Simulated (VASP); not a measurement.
Set up this calculation in VASP 6.6.1, as the native input.

| Quantity | Value |
| --- | --- |
| Task | work function |
| Functional | PBE |
| Potentials or basis | VASP PAW PBE potentials, release 64 (Ga_d) |
| Cutoff | 520 eV |
| k mesh | 11 × 11 × 1 |
| Occupations | gaussian, width 0.05 eV |
| Spin | no spin polarisation |
| Dipole correction | yes |
| Further INCAR settings | ALGO = Normal; EDIFF = 1e-07 |

The structure of Ga lies in POSCAR:

```
Ga
1.0
    2.8080000000      0.0000000000      0.0000000000
   -1.4040000000      2.6343228731      0.0000000000
    0.0000000000      0.0000000000     24.5038190858
Ga
5
Direct
    0.2840509264      0.5681018529      0.3060747377
    0.5681018529      0.1362037057      0.4030373689
    0.8521527793      0.7043055586      0.5000000000
    0.1362037057      0.2724074115      0.5969626311
    0.4202546322      0.8405092644      0.6939252623
```

The cell isn't the ideal one: the (1 0 1) slab of Ga, cut from the database cell, not relaxed.

The input as run:

INCAR

```
PREC = Accurate
ENCUT = 520
EDIFF = 1E-7
ISMEAR = 0
SIGMA = 0.05
LREAL = False
LASPH = True
NELM = 60
ALGO = Normal
ISIF = 2
LWAVE = False
LCHARG = True
LDIPOL = True
IDIPOL = 3
DIPOL = 0.5 0.5 0.500
GGA = PE
LELF = True
LVHAR = True
LVACPOTAV = True
```

KPOINTS

```
Automatic mesh
0
Gamma
  11 11 1
```

Potentials or basis: VASP PAW PBE potentials, release 64 (Ga_d).

Run with:

```sh
$ cat potpaw_PBE.64/Ga_d/POTCAR > POTCAR
$ mpirun -np 1 vasp_std > vasp.out
```

Results of the run:

```json
{"Largest force": "0.295 eV/Å", "Band gap on the k mesh": "none (metal or under the smearing width)", "Work function of the upper face": "4.15 eV", "Work function of the lower face": "4.15 eV"}
```

Wall time 4.1 min on 1 thread of Intel(R) Xeon(R) 6975P-C (Granite Rapids), on a shared host, peak memory 0.42 GiB.
